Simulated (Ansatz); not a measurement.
Crystal: ZnCu2SnS4.

```
Sn Zn Cu S
1.0
    -2.71710    2.71710    5.42480
     2.71710   -2.71710    5.42480
     2.71710    2.71710   -5.42480
Sn Zn Cu S
1 1 2 4
Direct
  0.50000 0.50000 0.00000
  0.25000 0.75000 0.50000
  0.75000 0.25000 0.50000
  0.00000 0.00000 0.00000
  0.62799 0.62839 0.51280
  0.88481 0.37201 0.00040
  0.11559 0.11519 0.48720
  0.37161 0.88441 0.99960
```

Base run:

| Quantity | Value |
| --- | --- |
| Program | Ansatz 0.2.0 |
| Functional | r2SCAN |
| Potentials or basis | Ansatz PAW |
| Cutoff | 500 eV |
| Density cutoff | 2000 eV |
| k mesh | 6 × 6 × 6 |
| Occupations | fixed |
| Spin | no spin polarisation |

Its results: band gap on the k mesh 0.60 eV, direct; pressure -0.3 GPa; largest force 0.452 eV/Å.

Problem. The run is repeated on the same cell with these changes: functional from r2SCAN to LDA; cutoff from 500 eV to 420 eV; density cutoff from 2000 eV to 1680 eV; level from r2scan to lda. What comes out?

Solution. Band gap on the k mesh 0.18 eV, direct; pressure -4.1 GPa; largest force 0.682 eV/Å.

Caveats: spin-orbit coupling is left out, which moves the levels of the heavy elements; the PAW data sets come from PBE, with cores solved anew for the run's functional, which leaves a small shift of forces and pressure.

Not every run made on this cell is shown here.
